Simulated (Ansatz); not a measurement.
Cu: density of states with B3LYP5

The system is Cu.

```xyz
1
Lattice="-1.4428 1.4428 1.3761 1.4428 -1.4428 1.3761 1.4428 1.4428 -1.3761" Properties=species:S:1:pos:R:3 pbc="T T T"
Cu    0.0000    0.0000    0.0000
```

This isn't the form of Cu at room conditions, which is fcc.

```
Program             : Ansatz 0.2.0
Task                : density of states
Functional          : B3LYP5
Potentials or basis : Ansatz PAW
Cutoff              : 420 eV
Density cutoff      : 1680 eV
k mesh              : 10 × 10 × 10
Occupations         : gaussian, width 0.02 eV
Spin                : no spin polarisation
Driver              : chain
```

* Pressure: 14.0 GPa
* Band gap on the k mesh: none (metal or under the smearing width)
* Density of states at the Fermi level: 0.23 states/eV per cell

Stress tensor (GPa, compression positive):
```
14.94  0.00  0.00
 0.00 14.94  0.00
 0.00  0.00 12.06
```

Levels at points of the mesh, in eV from the Fermi level:
| k point | band 6 | band 7 | band 8 | band 9 | band 10 | band 11 | band 12 | band 13 | band 14 | band 15 |
| --- | --- | --- | --- | --- | --- | --- | --- | --- | --- | --- |
| (0.00, 0.00, 0.00) | -4.78 | -4.59 | -4.59 | -3.69 | -3.49 | 26.57 | 26.57 | 27.85 | 30.34 | 30.34 |
| (0.00, 0.00, -0.50) | -5.27 | -3.73 | -3.47 | -2.62 | -0.86 | 5.12 | 20.16 | 20.36 | 24.41 | 27.37 |
| (0.00, -0.50, 0.00) | -5.51 | -3.58 | -3.29 | -2.55 | -0.33 | 5.71 | 18.87 | 18.92 | 23.25 | 26.25 |
| (-0.50, -0.50, -0.50) | -6.31 | -2.83 | -2.83 | -2.75 | 8.98 | 8.98 | 10.89 | 15.02 | 15.66 | 18.36 |

States per cell in windows of 0.5 eV (zero at the Fermi level; states under -8 eV left out):
```
from (eV)  total
     -8.0   0.08
     -7.5   0.11
     -7.0   0.19
     -6.5   0.61
     -6.0   0.97
     -5.5   1.43
     -5.0   1.53
     -4.5   0.78
     -4.0   1.77
     -3.5   1.97
     -3.0   0.81
     -2.5   0.13
     -2.0   0.10
     -1.5   0.10
     -1.0   0.10
     -0.5   0.11
      0.0   0.11
      0.5   0.11
      1.0   0.11
      1.5   0.10
      2.0   0.10
      2.5   0.10
      3.0   0.09
      3.5   0.08
      4.0   0.07
      4.5   0.05
      5.0   0.04
      5.5   0.06
      6.0   0.09
      6.5   0.17
      7.0   0.20
      7.5   0.17
```

Wall time 39 s on 2 threads of Arm Neoverse V1, on a shared host, peak memory 1.4 GiB.

Caveat: the potentials were made for another functional, which shifts forces and pressure; the thresholds are loose for stress.
